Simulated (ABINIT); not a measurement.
The system is BeS.

```
CELL_PARAMETERS angstrom
0.00000 2.42500 2.42500
2.42500 0.00000 2.42500
2.42500 2.42500 0.00000
ATOMIC_POSITIONS crystal
S 0.75000 0.75000 0.75000
Be 0.00000 0.00000 0.00000
```

Base run:

- Program: ABINIT 10.8.3 (patched build)
- Functional: PW91
- Potentials or basis: JTH PAW PBE v2.0
- Cutoff: 653 eV
- k mesh: 9 × 9 × 9
- Occupations: fermi-dirac, width 0.05 eV
- Spin: no spin polarisation

Its results: band gap on the k mesh 3.22 eV, indirect (least direct gap 5.68 eV); pressure 1.3 GPa.

Question: The run is repeated on the same cell with these changes: functional from PW91 to WC. What comes out?

Answer: Band gap on the k mesh 3.03 eV, indirect (least direct gap 5.62 eV); pressure -0.8 GPa.

WC binds more tightly than PW91, so the same cell stands under less pressure.

Caveats: the PAW data sets were made with another functional, which shifts forces and pressure a little; an odd mesh through Γ misses points on the zone boundary, where band edges often lie.
